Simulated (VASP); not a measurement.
Write the native input for VASP 6.6.1 that does the following.

```yaml
Task: single point
Functional: PBEsol
Potentials_or_basis: VASP PAW PBE potentials, release 64 (Ge_d)
Cutoff: 520 eV
k_mesh: 14 × 14 × 14
Occupations: gaussian, width 0.1 eV
Spin: non-collinear spin, zero start, spin-orbit coupling
Starting_moments: "[[0.0, 0.0, 0.0], [0.0, 0.0, 0.0]] μB"
Further_INCAR_settings: ALGO = Normal; EDIFF = 1e-07; NBANDS = 40
```

The structure of Ge lies in POSCAR:

```
Ge
1.0
    0.0000000000      2.8371800000      2.8371800000
    2.8371800000      0.0000000000      2.8371800000
    2.8371800000      2.8371800000      0.0000000000
Ge
2
Direct
    0.5000000000      0.5000000000      0.5000000000
    0.7500000000      0.7500000000      0.7500000000
```

The input as run:

INCAR

```
SYSTEM = Ge
  ALGO = Normal
  EDIFF = 1E-7
  ENCUT = 520
  GGA = PS
  GGA_COMPAT = .False.
  ISIF = 2
  ISMEAR = 0
  LASPH = .True.
  LCHARG = .False.
  LORBIT = 11
  LREAL = .False.
  LSORBIT = .True.
  LWAVE = .False.
  MAGMOM = 0 0 0 0 0 0
  NBANDS = 40
  NELM = 80
  PREC = Accurate
  SIGMA = 0.1
```

KPOINTS

```
k-points
0
Gamma
  14 14 14
  0 0 0
```

Potentials or basis: VASP PAW PBE potentials, release 64 (Ge_d).

Launch:

```console
$ cat potpaw_PBE.64/Ge_d/POTCAR > POTCAR
$ mpirun -np 1 vasp_ncl > vasp.out
```

Results of the run:

The pressure is 0.0 GPa, the net moment is 0.00 μB per cell and the valence electrons inside the program's atomic spheres are Ge 12.40.

Caveat: the PAW data sets were made with another functional, which shifts forces and pressure a little.

It took 2.6 min on 1 thread of Intel(R) Xeon(R) 6975P-C (Granite Rapids) (shared host), peak memory 0.43 GiB.
